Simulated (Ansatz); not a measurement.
The system is W.

```
W
1.0
    -1.58234    1.58234    1.58234
     1.58234   -1.58234    1.58234
     1.58234    1.58234   -1.58234
W
1
Direct
  0.00000 0.00000 0.00000
```

Base run:

| Quantity | Value |
| --- | --- |
| Program | Ansatz 0.2.0 |
| Functional | LDA |
| Potentials or basis | all-electron LAPW, scalar-relativistic |
| Cutoff | 286 eV (chosen from the basis error) |
| Basis error allowed | 0.001 eV/atom |
| k mesh | 12 × 12 × 12 |
| Occupations | fermi-dirac, width 0.05 eV |
| Spin | no spin polarisation |

Its results: pressure -8.9 GPa.

**Question.** The run is repeated on the same cell with these changes: functional from LDA to PBEsol. What comes out?

**Answer.** Pressure -2.9 GPa.

PBEsol binds less tightly than LDA, so the same cell stands under more pressure.
